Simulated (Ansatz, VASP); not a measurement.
InGaP2: VASP beside Ansatz

```
CELL_PARAMETERS angstrom
3.99727 0.00000 0.00000
0.00000 3.99727 0.00000
0.00000 0.00000 5.65300
ATOMIC_POSITIONS crystal
Ga 0.00000 0.00000 0.00000
P 0.50000 0.00000 0.25000
P 0.00000 0.50000 0.75000
In 0.50000 0.50000 0.50000
```

Alike in both runs: task relaxation of the atoms; functional PBEsol; k mesh 8 × 8 × 6; no spin polarisation.

|  | VASP | Ansatz |
| --- | --- | --- |
| version | VASP 6.6.1 | Ansatz 0.2.0 |
| potentials or method | VASP PAW PBE potentials, release 64 (Ga_d, P, In_d) | scalar-relativistic, plane waves, PAW |
| plane-wave cutoff (eV) | 520 | 420 |
| occupations | gaussian, width 0.01 eV | fixed |
| valence electrons in the cell | 36 | 36 |

|  | VASP | Ansatz | Ansatz less VASP |
| --- | --- | --- | --- |
| gap on the k mesh at the Fermi level, each at its own relaxed structure (eV) | 0.93 | 0.92 | -0.002 |
| energy change over the relaxation (meV/atom) | -47 | -47 | +0.1 |

Ansatz warned: «stress_scf_threshold_loose».

Caveats: spin-orbit coupling is left out, which moves the levels of the heavy elements. A hybrid or GW would open this gap; PBEsol tends to underestimate it. A k mesh can miss the band edges.
